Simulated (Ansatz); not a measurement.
CuO (Tenorite):

```
CELL_PARAMETERS angstrom
2.34185 -1.71130 0.00000
2.34185 1.71130 0.00000
-0.85003 0.00000 5.05787
ATOMIC_POSITIONS crystal
Cu 0.50000 0.00000 0.50000
Cu 0.00000 0.50000 0.00000
O 0.41840 0.58160 0.75000
O 0.58160 0.41840 0.25000
```

* Program: Ansatz 0.2.0
* Task: relaxation of cell and atoms
* Functional: PBEsol
* Dispersion: D4
* Potentials or basis: Ansatz PAW
* Cutoff: 420 eV (not typed: the program's choice for these potentials)
* k mesh: 10 × 10 × 5
* Occupations: fermi-dirac, width 0.05 eV
* Spin: no spin polarisation

At the start: volume 10.13 Å³/atom.

Task: Where does the relaxation end?

Result: It ends after 24 steps and the volume is 10.51 Å³/atom (+3.7 %); space group P4_2/mmc (No. 131, to 0.05 Å).

Step by step:
```
step  energy change (eV)  largest force (eV/Å)  volume (Å³)
   1              0.0000                0.3606        40.54
   2             -0.0254                0.2837        40.22
   3             -0.0592                0.0158        40.06
   4             -0.0666                0.0135        40.60
   5             -0.0707                0.0113        41.17
   6             -0.0731                0.0021        41.17
   7             -0.0736                0.0006        41.15
   8             -0.0927                0.0010        41.15
   9             -0.1019                0.0037        41.55
  10             -0.1021                0.0199        41.90
  11             -0.1031                0.0022        41.76
  12             -0.1030                0.0002        41.78
  13             -0.1125                0.0013        41.78
  14             -0.1153                0.0019        41.94
  15             -0.1153                0.0002        41.98
  16             -0.1153                0.0006        41.97
  17             -0.1178                0.0002        41.97
  18             -0.1184                0.0008        42.01
  19             -0.1184                0.0008        42.02
  20             -0.1190                0.0006        42.02
  21             -0.1191                0.0002        42.02
  22             -0.1191                0.0002        42.02
  23             -0.1191                0.0000        42.03
  24             -0.1191                0.0001        42.03
```

Final structure:
```
Cu O
1.0
     2.03069   -2.02908    0.15820
     2.03069    2.02908    0.15820
    -0.39541    0.00000    5.06883
Cu O
2 2
Direct
  0.50000 0.00000 0.50000
  0.00000 0.50000 0.00000
  0.49997 0.50003 0.75000
  0.50003 0.49997 0.25000
```

Caveat: the plane-wave basis is chosen anew once the cell has moved, so the energies of steps on either side of that aren't comparable; the pressure holds a Pulay correction of +0.7 GPa for the finite cutoff; the run has no spin polarisation, though such a crystal can be magnetic; the PAW data sets come from PBE, with cores solved anew for the run's functional, which leaves a small shift of forces and pressure.
